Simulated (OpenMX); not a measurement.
# CaO under changes of volume

One of the cells (14.163 Å³/atom); the others are scaled copies at fixed shape and fractional positions:

```xyz
2
Lattice="0.0000 2.4195 2.4195 2.4195 0.0000 2.4195 2.4195 2.4195 0.0000" Properties=species:S:1:pos:R:3 pbc="T T T"
Ca    0.0000    0.0000    0.0000
O     2.4195    2.4195    2.4195
```

The cell is a database's computed one.

| Quantity | Value |
| --- | --- |
| Program | OpenMX 3.8.5 |
| Functional | PBE |
| Potentials or basis | OpenMX 2013 PBE set, Ca9.0-s3p2d1, O6.0-s2p2d1, fixed grid of 32 × 32 × 32 points |
| k mesh | 11 × 11 × 11 |
| Occupations | fermi-dirac, width 0.05 eV |
| Spin | no spin polarisation |

| volume (Å³/atom) | energy over the lowest point (meV/atom) | gap on the mesh (eV) |
| --- | --- | --- |
| 13.052 | ? | ? |
| 13.330 | 5.00 | 3.16 |
| 13.608 | 0.00 | 3.15 |
| 14.163 | 2.12 | 3.13 |
| 14.441 | 8.13 | 3.12 |
| 14.719 | 16.84 | 3.11 |

What does the run at 13.052 Å³/atom give?

Energy over the lowest point 14.65 meV/atom; gap on the mesh 3.17 eV.

Worked out: A Birch-Murnaghan fit of order 3 (a polynomial in V^(-2/3)) to the other rows has its minimum at 13.80 Å³/atom with B0 = V·E''(V) = 109 GPa and B' = 6.4. It gives 14.91 meV/atom at 13.052 Å³/atom, against the run's 14.65. A straight line through the other rows of the gap, of slope -0.504 eV per unit of ln V, extrapolates to 3.17 eV, against the run's 3.17.

Energies are extrapolated to zero smearing.

Caveats: an odd mesh through Γ misses points on the zone boundary, where band edges often lie; the basis of atomic orbitals isn't converged, which shifts pressures, moduli and gaps.
